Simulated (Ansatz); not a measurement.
ZnS (Wurtzite-2H): elastic constants with PBE

**The experiment to reproduce.**

A printed reference work, monograph reports, for a bulk crystal of ZnS at 4 K: band gap 3.911 eV (direct).

Crystal: ZnS (Wurtzite-2H).

```xyz
4
Lattice="3.8110 0.0000 0.0000 -1.9055 3.3004 0.0000 0.0000 0.0000 6.2340" Properties=species:S:1:pos:R:3 pbc="T T T"
Zn    1.9055    1.1001    3.1170
Zn    0.0000    2.2003    0.0000
S     1.9055    1.1001    5.5171
S     0.0000    2.2003    2.4001
```

```
Program             : Ansatz 0.2.0
Task                : elastic constants
Functional          : PBE
Potentials or basis : all-electron LAPW, scalar-relativistic
Cutoff              : 285 eV (chosen from the basis error)
Basis error allowed : 0.002 eV/atom
k mesh              : 6 × 6 × 4
Occupations         : fermi-dirac, width 0.05 eV
Spin                : no spin polarisation
```

```json
{
  "Pressure": "2.2 GPa",
  "Band gap on the k mesh": "2.22 eV, direct",
  "Voigt bulk modulus": "79 GPa"
}
```

Stress tensor (GPa, compression positive):
```
2.09 0.00 0.00
0.00 2.09 0.00
0.00 0.00 2.39
```

Levels at points of the mesh, in eV from the valence-band top:
```tsv
k point	band 31	band 32	band 33	band 34	band 35	band 36	band 37	band 38
(0.00, 0.00, 0.00)	-0.90	-0.07	0.00	0.00	2.22	3.08	6.28	6.28
(0.00, 0.00, -0.50)	-0.47	-0.47	-0.47	-0.47	3.55	3.55	6.73	6.73
(0.00, -0.50, 0.00)	-3.27	-2.25	-1.68	-0.89	3.65	4.26	5.12	6.89
(0.00, -0.50, -0.50)	-1.62	-1.62	-1.62	-1.62	3.55	3.55	5.22	5.22
```

Elastic tensor in Voigt notation (GPa, in the Cartesian axes of the cell as first typed):
```
125  61  47   0   0   0
 61 125  47   0   0   0
 48  48 147   0   0   0
  0   0   0  28   0   0
  0   0   0   0  28   0
  0   0   0   0   0  32
```

It took 17 min on 2 threads of Intel(R) Xeon(R) Processor @ 2.50GHz (Skylake/Cascade Lake), on a shared host, peak memory 0.54 GiB.

Measured gap of ZnS: 3.911 eV (direct; 4 K; a printed reference work, monograph). This calculation gives 2.22 eV (-1.69 eV). The value is that of PBE, without temperature or zero-point motion. Semilocal functionals fall short of measured gaps as a rule.
